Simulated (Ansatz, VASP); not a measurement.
**Two plane-wave programs on SnSe2**

The input INCAR:

```
SYSTEM = SnSe2
PREC = Accurate ; ENCUT = 520
EDIFF = 1E-7 ; ISMEAR = 0
SIGMA = 0.02 ; LREAL = .False.
LASPH = .True. ; NELM = 80
ALGO = Fast ; ISIF = 2
LWAVE = .False. ; LCHARG = .False.
GGA = PE ; LORBIT = 10
```

The input KPOINTS:

```
Automatic mesh
0
Gamma
  8 8 5
  0 0 0
```

The input POSCAR:

```
SnSe2
1.0
    3.8110000000      0.0000000000      0.0000000000
   -1.9055000000      3.3004228138      0.0000000000
    0.0000000000      0.0000000000      6.1360000000
Sn Se
1 2
Direct
    0.0000000000      0.0000000000      0.0000000000
    0.6666666667      0.3333333333      0.7510000000
    0.3333333333      0.6666666667      0.2490000000
```

The input input.yaml:

```yaml
crystal:
  lattice:
    - [3.811, 0.0, 0.0]
    - [-1.9055, 3.3004228138, 0.0]
    - [0.0, 0.0, 6.136]
  atoms:
    - { symbol: Sn, position: [0.0, 0.0, 0.0] }
    - { symbol: Se, position: [0.6666666667, 0.3333333333, 0.751] }
    - { symbol: Se, position: [0.3333333333, 0.6666666667, 0.249] }
hamiltonian:
  xc: pbe
  pseudopotentials: { kind: paw }
kpoints:
  mp_grid: { grid: [8, 8, 5] }
scf:
  occupations: { method: gaussian, width: 0.02 }
output:
  forces: true
  stress: true
  eigenvalues: true
```

Alike in both runs: functional PBE; k mesh 8 × 8 × 5; occupations gaussian, width 0.02 eV; no spin polarisation.

```csv
,VASP,Ansatz
version,VASP 6.6.1,Ansatz 0.2.0
potentials or method,"VASP PAW PBE potentials, release 64 (Sn_d, Se)",Ansatz PAW
plane-wave cutoff (eV),520,420
valence electrons in the cell,26,46
task,atomic charges,single point
```

Ansatz gave:

| Item | Value |
| --- | --- |
| gap on the k mesh at the Fermi level (eV) | 0.81 |
| least direct gap on the mesh (eV) | 1.10 |
| pressure (GPa) | 5.5 |
| largest component of the traceless stress (GPa) | 1.00 |
| rms of the force components (eV/Å) | 0.371 |

Q: Which values does VASP return?

A: gap on the k mesh at the Fermi level (eV): 0.81; least direct gap on the mesh (eV): 1.09; pressure (GPa): 5.6; largest component of the traceless stress (GPa): 1.00; rms of the force components (eV/Å): 0.379.

Atom by atom the forces differ by 0.008 eV/Å (rms over components). The two sets of potentials don't hold the same shells in valence.

Caveats: spin-orbit coupling is left out, which moves the levels of the heavy elements; this functional lacks dispersion, which binds the layers, so the pressure and a relaxed spacing across them are unreliable; an odd mesh through Γ misses points on the zone boundary, where band edges often lie (VASP); odd divisions of the mesh miss points on the zone boundary, where band edges often lie, so the gap on the mesh can be too wide (Ansatz).
